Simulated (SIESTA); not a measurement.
ZrO2 under changes of volume

One of the cells (10.990 Å³/atom); the others are scaled copies at fixed shape and fractional positions:

```xyz
3
Lattice="0.0000 2.5451 2.5451 2.5451 0.0000 2.5451 2.5451 2.5451 0.0000" Properties=species:S:1:pos:R:3 pbc="T T T"
Zr    0.0000    0.0000    0.0000
O     3.8176    3.8176    3.8176
O     1.2725    1.2725    1.2725
```

Measurements of this composition are mostly on another form, of space group No. 14.

```yaml
Program: SIESTA 5.4.2
Functional: LDA
Potentials_or_basis: PseudoDojo 0.4 standard (LDA files)
Basis: DZP (energy shift 0.003 Ry; two zetas on semicore shells)
Grid_cutoff: 800 Ry
Energy_shift: 0.003 Ry
k_mesh: 9 × 9 × 9
Occupations: fermi-dirac, width 0.05 eV
Spin: no spin polarisation
```

```csv
volume (Å³/atom),energy over the lowest point (meV/atom),pressure (GPa),gap on the mesh (eV)
10.331,?,?,?
10.551,6.58,7.7,3.19
10.770,0.00,2.0,3.15
10.990,1.10,-3.5,3.10
11.210,9.06,-8.0,3.05
11.430,23.26,-12.6,3.00
11.650,43.20,-16.4,2.95
```

Problem. What does the run at 10.331 Å³/atom give?

Solution. Energy over the lowest point 21.60 meV/atom; pressure 14.3 GPa; gap on the mesh 3.24 eV.

Worked out: A Birch-Murnaghan fit of order 3 (a polynomial in V^(-2/3)) to the other rows has its minimum at 10.85 Å³/atom with B0 = V·E''(V) = 265 GPa and B' = 3.9. It gives 21.58 meV/atom at 10.331 Å³/atom, against the run's 21.60, and -dE/dV = 14.2 GPa, against 14.3. A straight line through the other rows of the gap, of slope -2.45 eV per unit of ln V, extrapolates to 3.25 eV, against the run's 3.24.

Energies are extrapolated to zero smearing.

Caveats: an odd mesh through Γ misses points on the zone boundary, where band edges often lie; the basis of atomic orbitals isn't converged, which shifts pressures, moduli and gaps. Spin-orbit coupling on Zr is left out.
